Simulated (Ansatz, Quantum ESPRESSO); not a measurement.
# Complex bands of MgTe, zinc blende type, lattice constant set to 6.412 Å, part 2 of 4

Wanted: the complex band structure of MgTe, zinc blende type, lattice constant set to 6.412 Å, as for a tunnel barrier.

Quantum ESPRESSO 7.5; plane-wave DFT, LDA, GBRV ultrasoft pseudopotentials; cross-check by Ansatz 0.2.0 with PAW datasets.

So far. Step 2 (Ground state): The run needed 9 iterations to bring the estimated error under 1e-09 Ry.

The structure was built from a prototype and need not be the compound's stable phase.

**3. Complex bands with pwcond.x**

Level of this step: complex band structure by pwcond; plane-wave DFT, LDA, GBRV ultrasoft pseudopotentials (Quantum ESPRESSO).

ikind = 0 solves one period of the crystal for all kz, real and complex, at each energy and k across. ewind and epsproj trim the two-dimensional plane-wave basis; nz1 sets the subslabs.

Contents of cbs.in:

```
&inputcond
  outdir = './out'
  prefixl = 'scf'
  band_file = 'cbs'
  ikind = 0
  ewind = 4.0
  epsproj = 1e-05
  nz1 = 7
  energy0 = 4.93
  denergy = -0.17
/
4
  0.00000000 0.00000000 1.00000000
  0.50000000 0.00000000 1.00000000
  0.50000000 0.50000000 1.00000000
  0.25000000 0.00000000 1.00000000
42
```

The run is started by

```console
OMP_NUM_THREADS=1 mpirun -n 2 pwcond.x -in cbs.in > cbs.out
```

Log:

```text
[banner, memory and clock lines left out]
Program PWCOND v.7.5 starts

          URL

     ./out/scf.save/

     IMPORTANT: XC functional enforced from input :
     Exchange-correlation= PZ
                           (   1   1   0   0   0   0   0)
     Any further DFT definition will be discarded
     Please, verify this is what you really want

     Reading collected, re-writing distributed wavefunctions

===== INPUT FILE containing the left lead =====

     GEOMETRY:

     lattice parameter (alat)  =       8.5680  a.u.
     the volume                =     889.5024 (a.u.)^3
     the cross section         =      73.4099 (a.u.)^2
     l of the unit cell        =       1.4142 (alat)
     number of atoms/cell      =            4
     number of atomic types    =            2

     crystal axes: (cart. coord. in units of alat)
               a(1) = (  1.0000  0.0000  0.0000 )
               a(2) = (  0.0000  1.0000  0.0000 )
               a(3) = (  0.0000  0.0000  1.4142 )

   Cartesian axes

     site n.     atom                  positions (alat units)
          1        Mg     tau(  1)=(  0.0000  0.0000  1.4142  )
          2        Te     tau(  2)=(  0.5000  0.0000  0.3536  )
          3        Mg     tau(  3)=(  0.5000  0.5000  0.7071  )
          4        Te     tau(  4)=(  0.0000  0.5000  1.0607  )

     nr1s                      =           36
     nr2s                      =           36
     nr3s                      =           50
     nr1sx                     =           36
     nr2sx                     =           36
     nr3sx                     =           50
     nr1                       =           40
     nr2                       =           40
     nr3                       =           60
     nr1x                      =           40
     nr2x                      =           40
     nr3x                      =           60

 _______________________________
  Radii of nonlocal spheres:

     type       ibeta     ang. mom.          radius (alat units)
       Mg         1         0                    0.1768
       Mg         2         0                    0.1768
       Mg         3         0                    0.1768
       Mg         4         1                    0.1768
       Mg         5         1                    0.1768
       Mg         6         2                    0.1768
       Mg         7         2                    0.1768
       Te         1         0                    0.3090
       Te         2         0                    0.3090
       Te         3         1                    0.3090
       Te         4         1                    0.3090
       Te         5         2                    0.3090
----- General information -----

----- Complex band structure calculation -----

     nrx                       =           36
     nry                       =           36
     nz1                       =            7

     energy0               =         4.9E+00
     denergy               =        -1.7E-01
     nenergy               =         42
     ecut2d                =         4.0E+01
     ewind                 =         4.0E+00
     epsproj               =         1.0E-05

     number of k_|| points=    4
                       cryst. coord.
        k(    1) = (   0.0000000   0.0000000), wk =   0.2500000
        k(    2) = (   0.5000000   0.0000000), wk =   0.2500000
        k(    3) = (   0.5000000   0.5000000), wk =   0.2500000
        k(    4) = (   0.2500000   0.0000000), wk =   0.2500000
----- Information about left lead -----

     nocros                   =           19
     noins                    =           45
     norb                     =           83
     norbf                    =           83
     nrz                      =           50

      iorb      type   ibeta   ang. mom.   m       position (alat)
        1        1       1        0        1   taunew(   1)=(  0.0000  0.0000  0.0000)
        2        1       2        0        1   taunew(   2)=(  0.0000  0.0000  0.0000)
        3        1       3        0        1   taunew(   3)=(  0.0000  0.0000  0.0000)
        4        1       4        1        1   taunew(   4)=(  0.0000  0.0000  0.0000)
        5        1       4        1        2   taunew(   5)=(  0.0000  0.0000  0.0000)
        6        1       4        1        3   taunew(   6)=(  0.0000  0.0000  0.0000)
        7        1       5        1        1   taunew(   7)=(  0.0000  0.0000  0.0000)
        8        1       5        1        2   taunew(   8)=(  0.0000  0.0000  0.0000)
        9        1       5        1        3   taunew(   9)=(  0.0000  0.0000  0.0000)
       10        1       6        2        1   taunew(  10)=(  0.0000  0.0000  0.0000)
       11        1       6        2        2   taunew(  11)=(  0.0000  0.0000  0.0000)
       12        1       6        2        3   taunew(  12)=(  0.0000  0.0000  0.0000)
       13        1       6        2        4   taunew(  13)=(  0.0000  0.0000  0.0000)
       14        1       6        2        5   taunew(  14)=(  0.0000  0.0000  0.0000)
       15        1       7        2        1   taunew(  15)=(  0.0000  0.0000  0.0000)
       16        1       7        2        2   taunew(  16)=(  0.0000  0.0000  0.0000)
       17        1       7        2        3   taunew(  17)=(  0.0000  0.0000  0.0000)
       18        1       7        2        4   taunew(  18)=(  0.0000  0.0000  0.0000)
       19        1       7        2        5   taunew(  19)=(  0.0000  0.0000  0.0000)
       20        2       1        0        1   taunew(  20)=(  0.5000  0.0000  0.3536)
       21        2       2        0        1   taunew(  21)=(  0.5000  0.0000  0.3536)
       22        2       3        1        1   taunew(  22)=(  0.5000  0.0000  0.3536)
       23        2       3        1        2   taunew(  23)=(  0.5000  0.0000  0.3536)
       24        2       3        1        3   taunew(  24)=(  0.5000  0.0000  0.3536)
       25        2       4        1        1   taunew(  25)=(  0.5000  0.0000  0.3536)
       26        2       4        1        2   taunew(  26)=(  0.5000  0.0000  0.3536)
       27        2       4        1        3   taunew(  27)=(  0.5000  0.0000  0.3536)
       28        2       5        2        1   taunew(  28)=(  0.5000  0.0000  0.3536)
       29        2       5        2        2   taunew(  29)=(  0.5000  0.0000  0.3536)
       30        2       5        2        3   taunew(  30)=(  0.5000  0.0000  0.3536)
       31        2       5        2        4   taunew(  31)=(  0.5000  0.0000  0.3536)
       32        2       5        2        5   taunew(  32)=(  0.5000  0.0000  0.3536)
       33        1       1        0        1   taunew(  33)=(  0.5000  0.5000  0.7071)
       34        1       2        0        1   taunew(  34)=(  0.5000  0.5000  0.7071)
       35        1       3        0        1   taunew(  35)=(  0.5000  0.5000  0.7071)
       36        1       4        1        1   taunew(  36)=(  0.5000  0.5000  0.7071)
       37        1       4        1        2   taunew(  37)=(  0.5000  0.5000  0.7071)
       38        1       4        1        3   taunew(  38)=(  0.5000  0.5000  0.7071)
       39        1       5        1        1   taunew(  39)=(  0.5000  0.5000  0.7071)
       40        1       5        1        2   taunew(  40)=(  0.5000  0.5000  0.7071)
       41        1       5        1        3   taunew(  41)=(  0.5000  0.5000  0.7071)
       42        1       6        2        1   taunew(  42)=(  0.5000  0.5000  0.7071)
       43        1       6        2        2   taunew(  43)=(  0.5000  0.5000  0.7071)
       44        1       6        2        3   taunew(  44)=(  0.5000  0.5000  0.7071)
       45        1       6        2        4   taunew(  45)=(  0.5000  0.5000  0.7071)
       46        1       6        2        5   taunew(  46)=(  0.5000  0.5000  0.7071)
       47        1       7        2        1   taunew(  47)=(  0.5000  0.5000  0.7071)
       48        1       7        2        2   taunew(  48)=(  0.5000  0.5000  0.7071)
       49        1       7        2        3   taunew(  49)=(  0.5000  0.5000  0.7071)
       50        1       7        2        4   taunew(  50)=(  0.5000  0.5000  0.7071)
       51        1       7        2        5   taunew(  51)=(  0.5000  0.5000  0.7071)
       52        2       1        0        1   taunew(  52)=(  0.0000  0.5000  1.0607)
       53        2       2        0        1   taunew(  53)=(  0.0000  0.5000  1.0607)
       54        2       3        1        1   taunew(  54)=(  0.0000  0.5000  1.0607)
       55        2       3        1        2   taunew(  55)=(  0.0000  0.5000  1.0607)
       56        2       3        1        3   taunew(  56)=(  0.0000  0.5000  1.0607)
       57        2       4        1        1   taunew(  57)=(  0.0000  0.5000  1.0607)
       58        2       4        1        2   taunew(  58)=(  0.0000  0.5000  1.0607)
       59        2       4        1        3   taunew(  59)=(  0.0000  0.5000  1.0607)
       60        2       5        2        1   taunew(  60)=(  0.0000  0.5000  1.0607)
       61        2       5        2        2   taunew(  61)=(  0.0000  0.5000  1.0607)
       62        2       5        2        3   taunew(  62)=(  0.0000  0.5000  1.0607)
       63        2       5        2        4   taunew(  63)=(  0.0000  0.5000  1.0607)
       64        2       5        2        5   taunew(  64)=(  0.0000  0.5000  1.0607)
       65        1       1        0        1   taunew(  65)=(  0.0000  0.0000  1.4142)
       66        1       2        0        1   taunew(  66)=(  0.0000  0.0000  1.4142)
       67        1       3        0        1   taunew(  67)=(  0.0000  0.0000  1.4142)
       68        1       4        1        1   taunew(  68)=(  0.0000  0.0000  1.4142)
       69        1       4        1        2   taunew(  69)=(  0.0000  0.0000  1.4142)
       70        1       4        1        3   taunew(  70)=(  0.0000  0.0000  1.4142)
       71        1       5        1        1   taunew(  71)=(  0.0000  0.0000  1.4142)
       72        1       5        1        2   taunew(  72)=(  0.0000  0.0000  1.4142)
       73        1       5        1        3   taunew(  73)=(  0.0000  0.0000  1.4142)
       74        1       6        2        1   taunew(  74)=(  0.0000  0.0000  1.4142)
       75        1       6        2        2   taunew(  75)=(  0.0000  0.0000  1.4142)
       76        1       6        2        3   taunew(  76)=(  0.0000  0.0000  1.4142)
       77        1       6        2        4   taunew(  77)=(  0.0000  0.0000  1.4142)
       78        1       6        2        5   taunew(  78)=(  0.0000  0.0000  1.4142)
       79        1       7        2        1   taunew(  79)=(  0.0000  0.0000  1.4142)
       80        1       7        2        2   taunew(  80)=(  0.0000  0.0000  1.4142)
       81        1       7        2        3   taunew(  81)=(  0.0000  0.0000  1.4142)
       82        1       7        2        4   taunew(  82)=(  0.0000  0.0000  1.4142)
       83        1       7        2        5   taunew(  83)=(  0.0000  0.0000  1.4142)
 ngper, shell number =          241          35
 ngper, n2d =          241         173
---  E-Ef =    4.9300000  k =    0.0000000   0.0000000
---  ie =          1  ik =          1
 Nchannels of the left tip =            1
 Right moving states:
   k1(2pi/a)   k2(2pi/a)   E-Ef (eV)
  -0.2211097  -0.0000000   4.9300000
 Left moving states:
   k1(2pi/a)   k2(2pi/a)   E-Ef (eV)
   0.2211098   0.0000000   4.9300000

---  E-Ef =    4.7600000  k =    0.0000000   0.0000000
---  ie =          2  ik =          1
 Nchannels of the left tip =            1
 Right moving states:
   k1(2pi/a)   k2(2pi/a)   E-Ef (eV)
  -0.2684512  -0.0000000   4.7600000
 Left moving states:
   k1(2pi/a)   k2(2pi/a)   E-Ef (eV)
   0.2684513   0.0000000   4.7600000
[... further energies and points left out ...]
---  E-Ef =   -1.8700000  k =    0.2500000   0.0000000
---  ie =         41  ik =          4
 Nchannels of the left tip =            2
 Right moving states:
   k1(2pi/a)   k2(2pi/a)   E-Ef (eV)
   0.1322673   0.0000000  -1.8700000
  -0.1873774   0.0000000  -1.8700000
 Left moving states:
   k1(2pi/a)   k2(2pi/a)   E-Ef (eV)
  -0.1322667   0.0000000  -1.8700000
   0.1873771  -0.0000000  -1.8700000

---  E-Ef =   -2.0400000  k =    0.2500000   0.0000000
---  ie =         42  ik =          4
 Nchannels of the left tip =            1
 Right moving states:
   k1(2pi/a)   k2(2pi/a)   E-Ef (eV)
  -0.2429961   0.0000000  -2.0400000
 Left moving states:
   k1(2pi/a)   k2(2pi/a)   E-Ef (eV)
   0.2429957  -0.0000000  -2.0400000

Note: The following floating-point exceptions are signalling: IEEE_UNDERFLOW_FLAG IEEE_DENORMAL
Note: The following floating-point exceptions are signalling: IEEE_UNDERFLOW_FLAG IEEE_DENORMAL
```

The job ended after 5.8 min (2 MPI ranks of Intel Xeon Platinum 8488C (Sapphire Rapids), shared host; peak memory 0.2 GiB; 12 min of CPU time).

This step gave:

| Property | Result |
| --- | --- |
| peak of the smallest κ at the zone centre | 0.159 Å⁻¹ |
| energy of the peak at the zone centre | 1.02 eV |
| peak of the smallest κ at (1/2, 0) | 0.258 Å⁻¹ |
| peak of the smallest κ at (1/2, 1/2) | 0.328 Å⁻¹ |
| peak of the smallest κ at (1/4, 0) | 0.278 Å⁻¹ |

K across = (0, 0) in the cell's reciprocal vectors; values within 0.0025 1/Å of each other count once, columns are sorted by size at each energy, a dash where no further value was kept. Table of Im kz of the slowest decaying states by energy, zero at the highest filled level of the SCF mesh:

```csv
energy (eV),decay 1 (Å⁻¹),decay 2 (Å⁻¹),decay 3 (Å⁻¹)
-2.04,0.563,0.807,1.19
-1.70,0.437,0.777,1.16
-1.36,0.24,0.746,1.12
-1.02,0.715,1.08,1.57
-0.68,0.683,1.04,1.54
-0.34,0.649,0.994,1.52
0.00,0.01,0.017,0.613
0.34,0.117,0.256,0.575
0.68,0.148,0.336,0.534
1.02,0.159,0.383,0.489
1.36,0.155,0.413,0.438
1.53,0.148,0.41,0.423
1.87,0.121,0.345,0.435
2.21,0.058,0.262,0.44
2.55,0.126,0.438,0.475
2.89,0.365,0.43,1.22
3.23,0.204,0.416,1.19
3.57,0.396,1.16,1.16
3.91,0.369,1.12,1.12
4.25,0.085,0.334,1.08
4.59,0.134,0.288,1.04
4.93,0.152,0.224,0.994
```

K across = (0, 0) in the cell's reciprocal vectors. Table of Re kz of states that move upwards by energy, zero at the highest filled level of the SCF mesh:

```csv
energy (eV),channel 1 (Å⁻¹),channel 2 (Å⁻¹),channel 3 (Å⁻¹)
-2.04,0.477,-,-
-1.70,-0.425,-,-
-1.36,-0.353,-,-
-1.02,-0.284,0.296,0.296
-0.68,-0.478,-0.478,-0.215
-0.34,-0.303,-0.303,-0.140
0.00,-,-,-
0.34,-,-,-
0.68,-,-,-
1.02,-,-,-
1.36,-,-,-
1.53,-,-,-
1.87,-,-,-
2.21,-,-,-
2.55,0.109,-,-
2.89,0.177,0.202,-
3.23,0.236,0.321,-
3.57,0.225,0.297,0.417
3.91,-0.469,0.372,0.388
4.25,-0.400,-,-
4.59,-0.308,-,-
4.93,-0.217,-,-
```

K across = (1/2, 0) in the cell's reciprocal vectors; values within 0.0025 1/Å of each other count once, columns are sorted by size at each energy, a dash where no further value was kept. Im kz of the slowest decaying states against energy, zero at the highest filled level of the SCF mesh:

```csv
energy (eV),decay 1 (Å⁻¹),decay 2 (Å⁻¹),decay 3 (Å⁻¹)
-2.04,0.127,0.989,1.19
-1.70,0.065,0.923,1.15
-1.36,0.845,1.12,1.77
-1.02,0.742,1.08,1.74
-0.68,0.572,1.05,1.72
-0.34,0.086,0.412,1.01
0.00,0.176,0.607,0.972
0.34,0.219,0.663,0.933
0.68,0.243,0.684,0.892
1.02,0.255,0.69,0.851
1.36,0.258,0.686,0.808
1.53,0.255,0.681,0.786
1.87,0.244,0.666,0.74
2.21,0.221,0.647,0.693
2.55,0.184,0.622,0.643
2.89,0.119,0.589,0.594
3.23,0.53,0.56,1.39
3.57,0.464,0.522,1.36
3.91,0.383,0.477,1.33
4.25,0.068,0.256,0.425
4.59,0.174,0.363,1.26
4.93,0.123,0.283,1.22
```

K across = (1/2, 1/2) in the cell's reciprocal vectors; values within 0.0025 1/Å of each other count once, columns are sorted by size at each energy, a dash where no further value was kept. Im kz of the slowest decaying states against energy, zero at the highest filled level of the SCF mesh:

```csv
energy (eV),decay 1 (Å⁻¹),decay 2 (Å⁻¹),decay 3 (Å⁻¹)
-2.04,0.086,0.387,1.77
-1.87,0.328,1.76,1.92
-1.70,0.245,1.75,1.91
-1.53,0.063,1.74,1.90
-1.36,1.73,1.89,-
-1.02,0.16,0.21,1.70
-0.85,0.209,0.261,1.69
-0.68,0.242,0.292,1.68
-0.51,0.266,0.312,1.67
-0.34,0.285,0.325,1.65
-0.17,0.299,0.334,1.64
0.00,0.31,0.338,1.63
0.17,0.318,0.34,1.61
0.34,0.323,0.339,1.60
0.68,0.328,1.57,1.76
0.85,0.323,0.328,1.56
1.02,0.314,0.325,1.55
1.19,0.303,0.322,1.53
1.36,0.29,0.316,1.52
1.53,0.274,0.31,1.51
1.70,0.257,0.301,1.49
1.87,0.236,0.291,1.48
2.04,0.211,0.279,1.47
2.21,0.182,0.265,1.45
2.55,0.088,0.231,1.42
2.72,0.209,1.41,1.62
2.89,0.183,1.39,1.61
3.06,0.15,1.38,1.60
3.23,0.105,1.36,1.58
3.40,1.35,1.57,1.61
3.57,1.33,1.56,1.59
3.74,1.31,1.55,1.58
3.91,1.30,1.53,1.56
4.25,1.27,1.51,1.53
4.42,1.25,1.49,1.52
4.59,0.056,1.23,1.48
4.76,0.077,1.22,1.47
4.93,0.089,1.20,1.45
```

K across = (1/4, 0) in the cell's reciprocal vectors; values within 0.0025 1/Å of each other count once, columns are sorted by size at each energy, a dash where no further value was kept. The Im kz of the slowest decaying states by energy, zero at the highest filled level of the SCF mesh:

```csv
energy (eV),decay 1 (Å⁻¹),decay 2 (Å⁻¹),decay 3 (Å⁻¹)
-2.04,0.033,0.672,1.01
-1.87,0.621,0.99,1.34
-1.53,0.499,0.952,1.31
-1.36,0.083,0.419,0.932
-1.02,0.125,0.13,0.893
-0.85,0.122,0.873,1.23
-0.68,0.1,0.854,1.22
-0.34,0.813,1.18,1.26
-0.17,0.082,0.792,1.16
0.00,0.149,0.165,0.771
0.17,0.187,0.281,0.75
0.34,0.215,0.352,0.729
0.68,0.25,0.444,0.684
0.85,0.261,0.477,0.661
1.02,0.269,0.506,0.638
1.36,0.277,0.552,0.589
1.53,0.278,0.563,0.572
1.87,0.272,0.508,0.612
2.04,0.266,0.478,0.635
2.21,0.258,0.446,0.672
2.55,0.232,0.373,0.689
2.72,0.213,0.33,0.677
3.06,0.156,0.213,0.649
3.23,0.105,0.11,0.633
3.57,0.599,0.719,0.836
3.74,0.078,0.58,0.683
3.91,0.085,0.114,0.56
4.25,0.135,0.516,0.559
4.42,0.133,0.143,0.491
4.76,0.111,0.128,0.385
4.93,0.085,0.104,0.296
```

The program's own clock; routines nest. Time by routine:

```csv
routine,wall time (s),calls
PWCOND,349.3,1
scatter_forw,215.2,168
compbs,129.1,168
compbs_2,123.5,168
local,3.96,4
init,1,1
poten,0.28,1
```

(Continued in part 3 of 4.)

[Logs are printed without paths, hosts, clocks, repeated set-up lines and the standing remarks that a program may print on its own settings, such as how far it seeks lower states.]

[Hosts, paths, dates, database ids (printed as entryN), source tags and the programs' standing remarks are cut or masked in the printed files.]

[Maps of the electrostatic potential energy from Ansatz leave out the sawtooth potential of an applied field or a dipole correction, so their vacuum need not be flat; planar profiles and work functions include it.]
